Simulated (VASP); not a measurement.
Crystal: RbBr.

```
CELL_PARAMETERS angstrom
0.00000 3.42700 3.42700
3.42700 0.00000 3.42700
3.42700 3.42700 0.00000
ATOMIC_POSITIONS crystal
Rb 0.00000 0.00000 0.00000
Br 0.50000 0.50000 0.50000
```

* Program: VASP 6.6.1
* Task: single point
* Functional: PBE
* Potentials or basis: VASP PAW PBE potentials, release 64 (Rb_sv, Br)
* Cutoff: 520 eV
* k mesh: 7 × 7 × 7
* Occupations: fermi-dirac, width 0.05 eV
* Spin: no spin polarisation

On this cell: pressure 1.0 GPa; largest force zero by symmetry; band gap on the k mesh 4.36 eV, direct.

The same run follows on a disturbed copy (atoms moved at random, drawn with an rms of 0.05 Å):

```
CELL_PARAMETERS angstrom
0.00000 3.42700 3.42700
3.42700 0.00000 3.42700
3.42700 3.42700 0.00000
ATOMIC_POSITIONS crystal
Rb 0.99680 0.00037 0.00213
Br 0.50154 0.50308 0.49052
```

Task: What changes?

Result: The energy moves by +0.7 meV/atom; pressure 1.0 GPa; largest force 0.058 eV/Å; band gap on the k mesh 4.36 eV, direct.

Forces on the atoms (eV/Å):
```
Rb  -0.038 -0.030  0.032
Br   0.038  0.030 -0.032
```

Caveats: an odd mesh through Γ misses points on the zone boundary, where band edges often lie.
